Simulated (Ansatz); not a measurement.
# KF: one input, then a changed one

The cell is the one relaxed in the Materials Project (mp-8454), not relaxed further here; entries there can be hypothetical. The listed cell was then made from it by scaling, straining or moving an atom.

First run: DFT, LDA, all-electron PAW with datasets made for the crystal, scalar-relativistic (Ansatz 0.2.0).

Command: `ansatz run input.yaml --threads 1 --pin off --max-ram 2048MiB --backend cpu --events-out ev --progress --plain --runs-dir out` The run took 5.3 s on 1 thread of Arm Neoverse V2, on a shared host.

```yaml
crystal:
  lattice:
    - [3.2753730134, 0.0, 0.0]
    - [0.0, 3.2753730134, 0.0]
    - [0.0, 0.0, 3.22636545]
  atoms:
    - { symbol: K, position: [0.0, 0.0, 0.0] }
    - { symbol: F, position: [0.5, 0.5, 0.5] }
kpoints:
  mp_grid: { grid: [9, 9, 9] }
scf:
  occupations: { method: fermi_dirac, width: 0.02 }
hamiltonian:
  xc: lda
  pseudopotentials: { kind: all_electron, datasets: crystal }
output:
  forces: true
  stress: true
  eigenvalues: true
  efg: { contact_densities: true }
```

Result: converged; pressure -5.74 GPa; gap on the k mesh 5.89 eV (the mesh can miss the band edges); 7 SCF iterations.

The input is then changed:

```diff
@@ -19,3 +19,4 @@
   eigenvalues: true
   efg: { contact_densities: true }
+accuracy: medium
```

Problem. What does the second run give?

Solution. It converged; energy at zero smearing 0.0 meV/atom from the first run; pressure -5.74 GPa; gap on the k mesh 5.89 eV (the mesh can miss the band edges); 7 SCF iterations.
